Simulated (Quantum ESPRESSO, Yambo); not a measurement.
# A GW chain in Yambo: GaAs (F-43m), part 3 of 3

How does a plane-wave GW calculation on GaAs (F-43m) run from the first input to the gap?

Quantum ESPRESSO 7.5 and Yambo 5.3.0; PBE and many-body steps on it, plane waves. Known limits of the many-body steps: not at the basis limit; no spin-orbit coupling; coarse k mesh.

So far. Step 3 (Bands along the symmetry lines): The gap is 0.518 eV, as in the run before at this level. Step 4 (Empty states on the mesh, 4×4×4 mesh, 187 bands): On this mesh the gap is 0.518 eV.

## (6) Screening and self-energy, 4×4×4 mesh, 187 bands, screening to 231.3 eV

G0W0 replaces the xc potential by the self-energy, built once from these orbitals. Only a window of levels is corrected, while the sums run over the empty bands that the input names.

This step: G0W0 on PBE, plane waves, norm-conserving pseudopotentials.

The input, gw1.in:

```
HF_and_locXC
gw0
dyson
ppa
em1d
rim_cut
RandQpts= 1000000
RandGvec= 1 RL
EXXRLvcs= 104 Ry
VXCRLvcs= 416 Ry
Chimod= "HARTREE"
% BndsRnXp
 1 | 187 |
%
NGsBlkXp= 17 Ry
% LongDrXp
 1 | 1 | 1 |
%
% GbndRnge
 1 | 187 |
%
DysSolver= "n"
ExtendOut
PPAPntXp= 27.21138 eV
% QPkrange
 1 | 1 | 21 | 24 |
%
```

Launch:

```sh
> OMP_NUM_THREADS=1 mpirun -n 4 yambo -F gw1.in -J gw1 -C gw1 > gw1.log
```

The log of the run:

```text
 Yambo, version 5.3.0

 [02] CORE Variables Setup
 =========================

  [... cell, symmetries and grids as in the set-up ...]

  [02.05] Energies & Occupations
  ==============================

  [X] === General ===
  [X] Electronic Temperature                        :  0.000000  0.000000 [eV K]
  [X] Bosonic    Temperature                        :  0.000000  0.000000 [eV K]
  [X] Finite Temperature mode                       : no
  [X] El. density                                   :  0.97390E+24 [cm-3]
  [X] Fermi Level                                   :  9.827511 [eV]

  [X] === Gaps and Widths ===
  [X] Conduction Band Min                           :  0.518057 [eV]
  [X] Valence Band Max                              :  0.000000 [eV]
  [X] Filled Bands                                  :  22
  [X] Empty Bands                                   :   23  187
  [X] Direct Gap                                    :  0.518057 [eV]
  [X] Direct Gap localized at k                     :  1
  [X] Indirect Gap                                  :  0.518057 [eV]
  [X] Indirect Gap between kpts                     :  1  1
  [X] Last valence band width                       :  3.339194 [eV]
  [X] 1st conduction band width                     :  4.106600 [eV]

 [03] Transferred momenta grid and indexing
 ==========================================

 IBZ Q-points                                      :   8
 BZ  Q-points                                      :   64

 K/Q-points units:
 rlu = crystal or reduced units; cc = cartesian coordinates; iku = interal k-units

 Q [1]          [rlu]:  0.000000  0.000000  0.000000
 Q [2]          [rlu]: -0.91587E-18 -0.91587E-18  0.25000
 Q [3]          [rlu]:  0.18317E-17  0.18317E-17 -0.50000
 Q [4]          [rlu]: -0.26116E-17  0.25000      0.25000
 Q [5]          [rlu]:  0.71282E-16  0.25000      0.50000
 Q [6]          [rlu]:  0.18317E-17  0.25000     -0.25000
 Q [7]          [rlu]:  0.52231E-17 -0.50000     -0.50000
 Q [8]          [rlu]:  0.250000 -0.500000 -0.250000

 [04] Coloumb potential Random Integration (RIM)
 ===============================================

  [04.01] RIM initialization
  ==========================

  * Diagonal components only detected *

  8 x (sBL volume)        :  0.101699 [a.u.]
  sBZ random points       :  1000000
  Points outside the sBZ  :   7987327
  RL volume               :  0.813588 [a.u.]
  Integrated volume       :  0.814879 [a.u.]

  [04.02] RIM integrals
  =====================

  Gamma point sphere radius             :  0.084669 [a.u.]
  Points outside the sphere             :   799513
  [Int_sBZ(q=0) 1/q^2]*(Vol_sBZ)^(-1/3) =:  7.764325
                                 should be <:  7.795600

  Summary of Coulomb integrals for non-metallic bands |Q|[au] RIM/Bare

  Q [1] 0.100000E-4 0.995988 * Q [2] 0.254653 1.066317
  Q [4] 0.294048 1.065091 * Q [6] 0.415847 1.027759
  Q [5] 0.487623 1.020584 * Q [3] 0.509306 1.018268
  Q [7] 0.588096 1.014689 * Q [8] 0.657511 1.011648

 [05] Dipoles
 ============

  [05.01] Setup: observables and procedures
  =========================================

 [06] Dynamic Dielectric Matrix (PPA)
 ====================================

 [WR./gw1//ndb.pp]---------------------------------------------------------------
  Brillouin Zone Q/K grids (IBZ/BZ)                :    8   64    8   64
  RL vectors                                       :   6567 [WF]
  Coulomb cutoff potential                         : none
  Electronic Temperature                           :  0.000000 [K]
  Bosonic    Temperature                           :  0.000000 [K]
  PPA    diel. fun.  energies                      : Perdew, Burke & Ernzerhof(X)+Perdew, Burke & Ernzerhof(C)
  wavefunctions                                    : Perdew, Burke & Ernzerhof(X)+Perdew, Burke & Ernzerhof(C)
  Global Gauge                                     : length
  X matrix size                                    :   387
  X band range                                     :    1  187
  X e/h energy range                               : -1.000000 -1.000000 [eV]
  X Time ordering                                  : R
  X Hxc Kernel                                     : HARTREE
  X Drude frequency                                :  0.000000  0.000000
  X poles                                          :  100.0000 [o/o]
  RL vectors in the sum                            :   6567
  [r,Vnl] included                                 : yes
  Field direction                                  :  0.577350E-5  0.577350E-5  0.577350E-5
  BZ energy Double Grid                            : no
  BZ energy DbGd points                            : 0
  BZ Q point size factor                           : -1.000000
  X Optical Averaged directions                    : none

 [07] Local Exchange-Correlation + Non-Local Fock
 ================================================

 [VXC] Plane waves :   43655
 [EXS] Plane waves :   5601

 QP @ state[ 1 ] K range:  1  1
 QP @ state[ 1 ] b range:  21  24

 [xc] Functional : Perdew, Burke & Ernzerhof(X)+Perdew, Burke & Ernzerhof(C)
 [xc] LIBXC used to calculate xc functional
  PP Number of Atomic Species                      :  2
  NLCC RL compoments                               :   43655
  PP Number of Atomic Species                      :  2
  NLCC RL compoments                               :   43655

 [xc] E_xc :  -45.46123 [Ha]
      E_xc :  -90.92245 [Ry]

  Local XC kind (lXC) : Perdew, Burke & Ernzerhof(X)+Perdew, Burke & Ernzerhof(C)
  Non-Local XC kind (nlXC) : Hartree-Fock

  Corrections @ K [1] :  [eV]
 <21|nlXC|21> = -15.93721  0.88095E-17 <21|lXC|21> = -14.36257  0.94408E-16
 <22|nlXC|22> = -15.93724  0.23231E-17 <22|lXC|22> = -14.36257 -0.18882E-15
 <23|nlXC|23> = -10.69830  0.10737E-16 <23|lXC|23> = -14.69845 -0.37763E-15
 <24|nlXC|24> = -7.088420 -0.42401E-18 <24|lXC|24> = -11.53165  0.94408E-16

 [08] Dyson equation: Newton solver
 ==================================

  [08.01] G0W0 (W PPA)
  ====================

  [  GW  ] Bands range     :    1  187
  [GW/PPA] G damping       :  0.100000 [eV]

  QP @ state[ 1 ] K range:  1  1
  QP @ state[ 1 ] b range:  21  24

   Sc/G bands                                       :    1  187
   Sc/G damping                                     :  0.100000 ev
   Sc bands terminator                              : no
   Sx RL components                                 :   5601

   QP @ state[ 1 ] K range                          :  1  1
   QP @ state[ 1 ] b range                          :  21  24
   GF energies kind                                 : Perdew, Burke & Ernzerhof(X)+Perdew, Burke & Ernzerhof(C)
   GF WF`s kind                                     : Perdew, Burke & Ernzerhof(X)+Perdew, Burke & Ernzerhof(C)
   Xs energies kind                                 : Perdew, Burke & Ernzerhof(X)+Perdew, Burke & Ernzerhof(C)
   Xs WF`s kind                                     : Perdew, Burke & Ernzerhof(X)+Perdew, Burke & Ernzerhof(C)

 [11] Game Over & Game summary
```

Wall time 6.3 min (4 MPI ranks of Arm Neoverse V1, shared host); peak memory 2.2 GiB; 25 min of CPU time.

Numbers from this step:

```yaml
g0w0_gap_on_the_points_computed: 1.147 eV
starting_gap_on_the_mesh: 0.5181 eV
k_of_the_valence_top: 0, 0, 0
k_of_the_conduction_bottom: 0, 0, 0
least_direct_g0w0_gap_on_the_computed_points: 1.147 eV
z_at_the_valence_top: 0.7950
z_at_the_conduction_bottom: 0.7982
```

The gap on the mesh goes from 0.52 eV to 1.15 eV, a correction of +0.63 eV.

Limits: finite bands, cutoff and mesh; no spin-orbit coupling; coarse k mesh. v1 is the top filled band, c1 the lowest empty one. The levels before and after the correction (eV, zero at the valence-band top of each column):

|  | conduction bottom | valence top |
| --- | --- | --- |
| Kohn-Sham | 0.52 | 0.00 |
| G0W0 | 1.15 | 0.00 |

|  | level | energy (eV) |
| --- | --- | --- |
| Kohn-Sham | Γ v2-v1 | 0.000 |
| Kohn-Sham | Γ c1 | 0.518 |
| Kohn-Sham | Γ c2 | 3.737 |
| G0W0 | Γ v2-v1 | 0.000 |
| G0W0 | Γ c1 | 1.147 |
| G0W0 | Γ c2 | 4.321 |

## (7) Where the time went

Times are wall times on the hardware named with each run, good to a factor of about two.

| step | time | share | memory (GiB) |
| --- | --- | --- | --- |
| ground state | 13 s | 3 % | 0.34 |
| bands along the symmetry lines | 7.9 s | 2 % | 0.27 |
| empty states on the mesh | 20 s | 5 % | 0.56 |
| conversion and set-up | 3.2 s | 1 % | 0.26 |
| screening and self-energy | 6.3 min | 89 % | 2.2 |

## (8) What came out

* PBE gap: 0.52 eV, direct
* G0W0 gap on the mesh: 1.15 eV
* GW settings: 4×4×4 mesh, 187 bands, screening to 231.3 eV, Godby-Needs plasmon pole
* known limits: not at the basis limit; no spin-orbit coupling; coarse k mesh

What this shows: G0W0 moves the gap on the mesh from 0.52 eV to 1.15 eV (+0.63 eV), with Z of 0.79 and 0.80 at the edges. Only 1 of the mesh's irreducible points was corrected, so a valley elsewhere could overtake. The dearest step here is «screening and self-energy». Against experiment, by G0W0@PBE: the direct gap of 1.15 eV lies −0.36 eV from the measured 1.51 eV (exciton, 77 K, 2020); the direct gap of 1.15 eV lies −0.26 eV from the measured 1.412 ± 0.01 eV (direct, 300 K, 2008); the direct gap of 1.15 eV lies −0.27 eV from the measured 1.42 eV (direct, 300 K, 2004); the direct gap of 1.15 eV lies −0.27 eV from the measured 1.418 ± 0.005 eV (direct, 300 K, 2008). An exciton line or allowed optical edge lies below the quasiparticle gap by the binding energy; a forbidden edge can push the onset above it. The calculation has static nuclei and no excitons; a measured gap holds zero-point and thermal motion, which mostly lowers it. Bands and cutoff are finite, so the gap is not at the basis limit. The miss can reach some tenths of an eV and take either sign; the mesh is an error of its own. In the G0W0 run levels were corrected at 1 k point alone, so a gap called «on the mesh» is the least over those, and an edge elsewhere would be missed. The 4×4×4 mesh is coarse for this cell, which bears on the long-range parts of exchange and screening. The many-body steps are scalar-relativistic: spin-orbit coupling is not in them.

[Paths, hosts, dates, memory and timing lines, banners, echoed tables and standing remarks are left out of the program output.]

[Logs are printed without paths, hosts, clocks, repeated set-up lines and the standing remarks that a program may print on its own settings, such as how far it seeks lower states.]

[Runs of the session that timed out or met a known fault of the program may be left out.]

[Hosts, paths, dates, database ids (printed as entryN), source tags and the programs' standing remarks are cut or masked in the printed files.]
